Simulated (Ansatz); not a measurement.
Relaxing Hg

All numbers below come from DFT PBE+D3(BJ), scalar-relativistic, plane waves, PAW (Ansatz 0.2.0). Settings: 420 eV cutoff, 18×18×6 k-mesh, Gaussian smearing of 0.10 eV, no spin polarisation.

What was changed: relaxed at 25 GPa.

Spin–orbit coupling is left out, which can shift energies with elements as heavy as these.

Other phases may be more stable at this pressure.

Command:

```bash
ansatz run input.yaml --threads 1 --pin off --max-ram 2560MiB --backend cpu --events-out ev --progress --plain --runs-dir out
```

Input:

```yaml
crystal:
  lattice:
    - [2.9905285147, 0.0, 0.0]
    - [-1.4952642574, 2.5898736644, 0.0]
    - [0.0, 0.0, 9.6161206281]
  atoms:
    - { symbol: Hg, position: [0.0, 0.0, 0.0] }
    - { symbol: Hg, position: [0.3333333333, 0.6666666667, 0.25] }
    - { symbol: Hg, position: [0.0, 0.0, 0.5] }
    - { symbol: Hg, position: [0.6666666667, 0.3333333333, 0.75] }
basis:
  ecutwfc: 420
kpoints:
  mp_grid: { grid: [18, 18, 6] }
hamiltonian:
  xc: pbe
  dispersion: d3bj
scf:
  occupations: { method: gaussian, width: 0.1 }
output:
  forces: true
  stress: true
  eigenvalues: true
  write_density: true
  write_potential: true
  elf: true
  volumetric_format: npy
relax:
  adjacent_minimum: "off"
  f_tol: 0.008
  max_steps: 50
  cell: { stress_tol: 0.08, p_target: 25.0 }
```

F is the free energy. Steps run on the plane waves of an earlier cell, but the last one, and at times one on the way, on a freshly chosen basis, so a repeated geometry can differ a little in energy. The relaxation lowers the enthalpy F + PV at the target pressure, so F itself can rise.

At step 2 F + PV rises: a step can overshoot before the optimiser corrects it.

Steps:

| step | F − F(1) (eV) | largest force component (eV/Å) | V (Å³/atom) | P (GPa) |
| --- | --- | --- | --- | --- |
| 1 | 0.0000 | 0.000 | 18.619 | 22.36 |
| 2 | 0.7533 | 0.000 | 17.519 | 33.59 |
| 3 | 0.1654 | 0.000 | 18.334 | 24.85 |
| 4 | 0.1910 | 0.000 | 18.292 | 25.23 |
| 5 | 0.1774 | 0.000 | 18.308 | 25.02 |
| 6 | 0.1876 | 0.000 | 18.293 | 25.09 |
| 7 | 0.1775 | 0.000 | 18.307 | 25.00 |
| 8 | 0.1764 | 0.000 | 18.309 | 25.00 |
| 9 | 0.1770 | 0.000 | 18.309 | 25.00 |

Relaxed structure:

```yaml
crystal:
  lattice:
    - [2.93833, 0.00000, 0.00000]
    - [-1.46917, 2.54467, 0.00000]
    - [0.00000, 0.00000, 9.79453]
  atoms:
    - { symbol: Hg, position: [0.00000, 0.00000, 0.00000] }
    - { symbol: Hg, position: [0.33333, 0.66667, 0.25000] }
    - { symbol: Hg, position: [0.00000, 0.00000, 0.50000] }
    - { symbol: Hg, position: [0.66667, 0.33333, 0.75000] }
```

It takes space group P6_3/mmc (No. 194, hexagonal). The conventional cell has a = 2.938 Å, b = 2.938 Å, c = 9.795 Å, α = 90.00°, β = 90.00°, γ = 120.00°. Around Hg (site symmetry -3m) lie 12 Hg at 2.94 to 2.98 Å. Hg (site symmetry -6m2) has 12 Hg at 2.94 to 2.98 Å as nearest neighbours.

The run converged. The run took 2.9 min on 1 thread of Intel(R) Xeon(R) Platinum 8259CL CPU @ 2.50GHz (Skylake/Cascade Lake), on a shared host, peak memory 0.66 GiB.